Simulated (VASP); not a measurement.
# CdSe (P6_3/mmc) in VASP: notebook

The runs below take CdSe through single point, relaxation of cell and atoms, with PBE, LDA.

Everything below comes from runs of VASP 6.6.1. Logs are shortened: lines on timing, memory, paths and dates and some standing lists are left out, and cuts for length are marked.

### 1 The crystal as given

Symmetry: P6_3/mmc, No. 194, hexagonal system. Conventional cell: a = 4.063 Å, b = 4.063 Å, c = 6.697 Å, α = 90.00°, β = 90.00°, γ = 120.00°. Around Cd (site symmetry -3m) lie 6 Se at 2.88 Å. Around Se (site symmetry -6m2) lie 6 Cd at 2.88 Å.

The cell was built by a generator and needn't be a form met in nature.

### 2 Single point, PBE

INCAR reads:

```
  PREC = Accurate
  ENCUT = 520
  EDIFF = 1E-6
  ISMEAR = -1
  SIGMA = 0.02
  LREAL = F
  LASPH = T
  NELM = 100
  ALGO = Fast
  ISIF = 2
  LWAVE = F
  LCHARG = T
  GGA = PE
  LELF = T
  LVHAR = T
  NBANDS = 26
```

KPOINTS reads:

```
Automatic mesh
0
Gamma
  12 12 4
```

POSCAR reads:

```
CdSe
1.0
    4.0631288193      0.0000000000      0.0000000000
   -2.0315644096      3.5187727764      0.0000000000
    0.0000000000      0.0000000000      6.6971272436
Cd Se
2 2
Direct
    0.0000000000      0.0000000000      0.0000000000
    0.0000000000      0.0000000000      0.5000000000
    0.3333333333      0.6666666667      0.2500000000
    0.6666666667      0.3333333333      0.7500000000
```

Potentials or basis: VASP PAW PBE potentials, release 64 (Cd, Se).

On the command line:

```console
$ cat potpaw_PBE.64/Cd/POTCAR potpaw_PBE.64/Se/POTCAR > POTCAR
$ mpirun -np 1 vasp_std > vasp.out
```

OUTCAR:

```text
PREC = Accurate
   ENCUT = 520
   EDIFF = 1E-6
   ISMEAR = -1
   LREAL = F
   LASPH = T
   NELM = 100
   ISIF = 2
   GGA = PE

 ion  position               nearest neighbor table
   1  0.000  0.000  0.000-   3 2.88   4 2.88   4 2.88   3 2.88   4 2.88   3 2.88   2 3.35   2 3.35

   2  0.000  0.000  0.500-   3 2.88   4 2.88   4 2.88   3 2.88   4 2.88   3 2.88   1 3.35   1 3.35

   3  0.333  0.667  0.250-   1 2.88   2 2.88   1 2.88   2 2.88   1 2.88   2 2.88
   4  0.667  0.333  0.750-   1 2.88   2 2.88   1 2.88   2 2.88   1 2.88   2 2.88

  LATTYP: Found a hexagonal cell.
 ALAT       =     4.0631288193
 C/A-ratio  =     1.6482684998

  Lattice vectors:

 A1 = (   4.0631288193,   0.0000000000,   0.0000000000)
 A2 = (  -2.0315644096,   3.5187727764,   0.0000000000)
 A3 = (   0.0000000000,   0.0000000000,   6.6971272436)

Analysis of symmetry for initial positions (statically):
=====================================================================
 Subroutine PRICEL returns:
 Original cell was already a primitive cell.

 Routine SETGRP: Setting up the symmetry group for a
 hexagonal supercell.

 Subroutine GETGRP returns: Found 24 space group operations
 (whereof 12 operations were pure point group operations)
 out of a pool of 24 trial point group operations.

The static configuration has the point symmetry D_3d.
 The point group associated with its full space group is D_6h.

Analysis of symmetry for dynamics (positions and initial velocities):
=====================================================================
 Subroutine PRICEL returns:
 Original cell was already a primitive cell.

 Routine SETGRP: Setting up the symmetry group for a
 hexagonal supercell.

 Subroutine GETGRP returns: Found 24 space group operations
 (whereof 12 operations were pure point group operations)
 out of a pool of 24 trial point group operations.

The dynamic configuration has the point symmetry D_3d.
 The point group associated with its full space group is D_6h.

 Subroutine INISYM returns: Found 24 space group operations
 (whereof 12 operations are pure point group operations),
 and found     1 'primitive' translations

----------------------------------------------------------------------------------------

                                     Primitive cell

  volume of cell :      95.7503

  direct lattice vectors                    reciprocal lattice vectors
     4.063128819  0.000000000  0.000000000     0.246115751  0.142094995  0.000000000
[... 90 lines left out ...]
   EDIFF  = 0.1E-05   stopping-criterion for ELM
   LREAL  =      F    real-space projection
   EDIFFG = 0.1E-04   stopping-criterion for IOM
   NSW    =      0    number of steps for IOM
   IBRION =     -1    ionic relax: 0-MD 1-quasi-New 2-CG
   NFREE  =      0    steps in history (QN), initial steepest desc. (CG)
   ISIF   =      2    stress and relaxation
   ISYM   =      2    0-nonsym 1-usesym 2-fastsym
   POTIM  = 0.5000    time-step for ionic-motion
   TEBEG  =    0.0;   TEEND  =   0.0 temperature during run
   PSTRESS=    0.0 pullay stress
   NELECT =      36.0000    total number of electrons
   NUPDOWN=      -1.0000    fix difference up-down
   EMIN   =  10.00;   EMAX   =-10.00  energy-range for DOS
   EFERMI =   0.00;   METHOD = LEGACY
   ISMEAR =    -1;   SIGMA  =   0.02  broadening in eV -4-tet -1-fermi 0-gaus
   EFERMI_NEDOS =   21; number of points for ismear=-14 and -15
   IALGO  =     68    algorithm
   IMIX   =      4    mixing-type and parameters
     AMIX     =   0.40;   BMIX     =  1.00
     AMIX_MAG =   1.60;   BMIX_MAG =  1.00
  volume/ion in A,a.u.               =      23.94       161.54
  Fermi-wavevector in a.u.,A,eV,Ry     =   1.181577  2.232858 18.995439  1.396125
  Thomas-Fermi vector in A             =   2.317848
   LORBIT       =      0    0 simple, 1 ext, 2 COOP (PROOUT), +10 PAW based schemes
   GGA     = PE    functional components
   LHFCALC =     F    Hartree Fock is set to
   AEXX    =    0.0000 exact exchange contribution
   IVDW    =     0    specifies the selected vdW correction
   LEPSILON=     F    determine dielectric tensor
   LRPA    =     F    only Hartree local field effects (RPA)
 non-spin polarized calculation
 RMM-DIIS sequential band-by-band and
  energy-cutoff  :      520.00
  volume of cell :       95.75
 maximum number of plane-waves:      2600
   NGX = 15   NGY = 15   NGZ = 25

 number of electron      36.0000016 magnetization

 Free energy of the ion-electron system (eV)
  ---------------------------------------------------
  ext. energy  EPLUGINS =         0.00000000
  ---------------------------------------------------
  free energy    TOTEN  =       -10.30747374 eV

  energy without entropy =      -10.30717833  energy(sigma->0) =      -10.30732604

 E-fermi :   2.2582     XC(G=0):  -9.9350

 val. band max:        2.2052886538   @ k =   0.1667   0.0000   0.0000
 cond. band min:       2.4745681165   @ k =   0.3333   0.3333   0.0000
 fundamental gap:      0.2692794627
 Fermi energy:         2.2582093566

 k-point     1 :       0.0000    0.0000    0.0000
  band No.  band energies     occupation
      1     -10.6587      2.00000
      2      -9.7844      2.00000
      3      -6.0396      2.00000
      4      -6.0023      2.00000
      5      -6.0023      2.00000
      6      -5.7434      2.00000
[... 685 lines left out ...]
     25      10.1299      0.00000
     26      10.6755      0.00000

 [... further k-points ...]

------------------------ aborting loop because EDIFF is reached ----------------------------------------

  FORCE on cell =-STRESS in cart. coord.  units (eV):
  Direction    XX          YY          ZZ          XY          YZ          ZX
  --------------------------------------------------------------------------------------
  -------------------------------------------------------------------------------------
  Total        0.1925550      0.1925550      0.2026374      0.0000000      0.0000000      0.0000000
  in kB        3.2219964      3.2219964      3.3907031      0.0000000      0.0000000      0.0000000
  external PRESSURE =       3.2782320 kB  Pullay stress =       0.0000000 kB

 VOLUME and BASIS-vectors are now :
 -----------------------------------------------------------------------------
  energy-cutoff  :      520.00
  volume of cell :       95.75
      direct lattice vectors                 reciprocal lattice vectors
     4.063128819  0.000000000  0.000000000     0.246115751  0.142094995  0.000000000
    -2.031564410  3.518772776  0.000000000     0.000000000  0.284189990  0.000000000
     0.000000000  0.000000000  6.697127244     0.000000000  0.000000000  0.149317754

 POSITION                                       TOTAL-FORCE (eV/Angst)
 -----------------------------------------------------------------------------------
      0.00000      0.00000      0.00000         0.000000      0.000000      0.000000
      0.00000      0.00000      3.34856         0.000000      0.000000      0.000000
     -0.00000      2.34585      1.67428         0.000000     -0.000000     -0.000000
      2.03156      1.17292      5.02285        -0.000000      0.000000      0.000000
 -----------------------------------------------------------------------------------
    total drift:                                0.000000      0.000000      0.000000

  FREE ENERGIE OF THE ION-ELECTRON SYSTEM (eV)
  ---------------------------------------------------
  free  energy   TOTEN  =       -10.3074737442 eV

  energy  without entropy=      -10.3071783321  energy(sigma->0) =      -10.30732604
```

Wall time 53 s (1 thread of Intel Xeon 6975P-C (Granite Rapids), shared host); peak memory 0.28 GiB.

Results:

```yaml
Free_energy: -10.3075 eV
Pressure: 0.3 GPa
Band_gap_on_the_k_mesh: none (metal or under the smearing width)
```

Levels at points of the mesh, in eV from the Fermi level:
```csv
k point,band 15,band 16,band 17,band 18,band 19,band 20,band 21,band 22
"(0.00, 0.00, 0.00)",-0.70,-0.69,-0.24,-0.09,-0.09,2.78,6.04,6.04
"(0.50, 0.00, 0.00)",-2.97,-2.06,-1.75,-0.11,1.99,3.08,3.21,5.23
"(0.00, 0.00, 0.50)",-0.37,-0.37,-0.37,-0.37,2.35,2.35,6.27,6.27
"(0.50, 0.00, 0.50)",-1.39,-1.39,-1.22,-1.22,1.55,1.55,5.32,5.32
```

### 3 Relaxation of cell and atoms, PBE

This run uses another cell than the first one, of 20.39 Å³/atom, 0.852 times its volume.

INCAR reads:

```
PREC = Accurate
ENCUT = 600
EDIFF = 1E-6
ISMEAR = -1
SIGMA = 0.02
LREAL = F
LASPH = T
NELM = 100
ALGO = Fast
ISIF = 3
LWAVE = F
LCHARG = F
GGA = PE
IBRION = 2
NSW = 80
EDIFFG = -0.005
```

KPOINTS is that of step 2.

POSCAR reads:

```
CdSe
1.0
    3.8661946200      0.0000000000      0.0000000000
   -1.9330973100      3.3482227569      0.0000000000
    0.0000000000      0.0000000000      6.3018972306
Cd Se
2 2
Direct
    0.0000000000      0.0000000000      0.0000000000
    0.0000000000      0.0000000000      0.5000000000
    0.3333333333      0.6666666667      0.2500000000
    0.6666666667      0.3333333333      0.7500000000
```

Potentials or basis: VASP PAW PBE potentials, release 64 (Cd, Se).

On the command line:

```console
$ cat potpaw_PBE.64/Cd/POTCAR potpaw_PBE.64/Se/POTCAR > POTCAR
$ mpirun -np 1 vasp_std > vasp.out
```

Wall time 3.8 min (1 thread of Intel Xeon 6975P-C (Granite Rapids), shared host); peak memory 0.31 GiB.

It converged, with:

```
Free energy                            : -10.3037 eV
Relaxed volume                         : 24.05 Å³/atom
Relaxed cell                           : a = 4.070 Å, b = 4.070 Å, c = 6.708 Å, α = 90.00°, β = 90.00°, γ = 120.00°
Space group after relaxing (to 0.05 Å) : P6_3/mmc (No. 194)
Energy gained by relaxing              : 144.7 meV/atom
Ionic steps                            : 9
Pressure after relaxing                : 0.0 GPa
Band gap on the k mesh                 : none (metal or under the smearing width)
```

The path:
```tsv
step	energy change (eV)	largest force (eV/Å)	pressure (GPa)	volume (Å³)
1	0.0000	0.0000	14.77	81.58
2	-0.4310	0.0000	-4.51	105.85
3	-0.5788	0.0000	0.07	96.21
4	-0.5788	0.0000	-0.14	96.51
5	-0.5789	0.0000	0.02	96.24
6	-0.5789	0.0000	0.02	96.22
7	-0.5789	0.0000	0.04	96.17
8	-0.5790	0.0000	0.03	96.20
9	-0.5790	0.0000	0.02	96.21
```

Final structure:
```yaml
crystal:
  lattice:
    - [4.06977, 0.00000, 0.00000]
    - [-2.03489, 3.52453, 0.00000]
    - [0.00000, 0.00000, 6.70765]
  atoms:
    - { symbol: Cd, position: [0.00000, 0.00000, 0.00000] }
    - { symbol: Cd, position: [0.00000, 0.00000, 0.50000] }
    - { symbol: Se, position: [0.33333, 0.66667, 0.25000] }
    - { symbol: Se, position: [0.66667, 0.33333, 0.75000] }
```

Levels at points of the mesh, in eV from the Fermi level:
| k point | band 15 | band 16 | band 17 | band 18 | band 19 | band 20 | band 21 | band 22 |
| --- | --- | --- | --- | --- | --- | --- | --- | --- |
| (0.00, 0.00, 0.00) | -0.69 | -0.69 | -0.26 | -0.09 | -0.09 | 2.78 | 6.04 | 6.04 |
| (0.50, 0.00, 0.00) | -2.95 | -2.04 | -1.74 | -0.11 | 1.97 | 3.08 | 3.21 | 5.23 |
| (0.00, 0.00, 0.50) | -0.37 | -0.37 | -0.37 | -0.37 | 2.33 | 2.33 | 6.26 | 6.26 |
| (0.50, 0.00, 0.50) | -1.38 | -1.38 | -1.21 | -1.21 | 1.55 | 1.55 | 5.32 | 5.32 |

Caveat: the volume moved by over 15 % at a fixed basis, so the end points are rough.

### 4 Single point, LDA

This run uses another cell than the first one, of 23.29 Å³/atom, 0.973 times its volume.

INCAR reads:

```
SYSTEM = CdSe
  PREC = Accurate
  ENCUT = 520
  EDIFF = 1E-6
  ISMEAR = -1
  SIGMA = 0.02
  LREAL = .False.
  LASPH = .True.
  NELM = 100
  ALGO = Fast
  ISIF = 2
  LWAVE = .False.
  LCHARG = .True.
  GGA = CA
  LELF = .True.
  LVHAR = .True.
  NBANDS = 26
```

KPOINTS reads:

```
Automatic mesh
0
Gamma
  12 12 4
  0 0 0
```

POSCAR reads:

```
CdSe
1.0
    4.0193510158      0.0000000000      0.0000000000
   -2.0096755079      3.4808600864      0.0000000000
    0.0000000000      0.0000000000      6.6587247895
Cd Se
2 2
Direct
    0.0000000000      0.0000000000      0.0000000000
    0.0000000000      0.0000000000      0.5000000000
    0.3333333333      0.6666666667      0.2500000000
    0.6666666667      0.3333333333      0.7500000000
```

Potentials or basis: VASP PAW LDA potentials, release 64 (Cd, Se).

On the command line:

```console
$ cat potpaw_LDA.64/Cd/POTCAR potpaw_LDA.64/Se/POTCAR > POTCAR
$ mpirun -np 1 vasp_std > vasp.out
```

Wall time 54 s (1 thread of Intel Xeon 6975P-C (Granite Rapids), shared host); peak memory 0.25 GiB.

It converged, with:

```yaml
Free_energy: -13.0082 eV
Pressure: -3.8 GPa
Band_gap_on_the_k_mesh: none (metal or under the smearing width)
```

Stress tensor (GPa, compression positive):
```
-3.52  0.00  0.00
 0.00 -3.52  0.00
 0.00  0.00 -4.23
```

Levels at points of the mesh, in eV from the Fermi level:
```
           k point  band 16  band 17  band 18  band 19  band 20  band 21
(0.00, 0.00, 0.00)    -0.74    -0.35    -0.07    -0.07     2.65     5.95
(0.50, 0.00, 0.00)    -2.17    -1.89    -0.10     1.92     3.01     3.04
(0.00, 0.00, 0.50)    -0.38    -0.38    -0.38     2.30     2.30     6.19
(0.50, 0.00, 0.50)    -1.47    -1.29    -1.29     1.39     1.39     5.20
```

### 5 Summary

| task | level | potentials or basis | cell | cutoff (eV) | gap on the mesh (eV) | pressure (GPa) |
| --- | --- | --- | --- | --- | --- | --- |
| single point | PBE | VASP PAW PBE potentials, release 64 (Cd, Se) | P6_3/mmc, 23.94 Å³/atom | 520 | none | 0.3 |
| relaxation of cell and atoms | PBE | VASP PAW PBE potentials, release 64 (Cd, Se) | relaxed | 600 | none | 0.0 |
| single point | LDA | VASP PAW LDA potentials, release 64 (Cd, Se) | P6_3/mmc, 23.29 Å³/atom | 520 | none | -3.8 |

Alike in all rows: no spin polarisation; k mesh 12 × 12 × 4; smearing fermi-dirac 0.02 eV.

Caveats: the volume moved by over 15 % at a fixed basis, so the end points are rough (some runs).

Absolute energies hang on the potentials; compare differences alone.
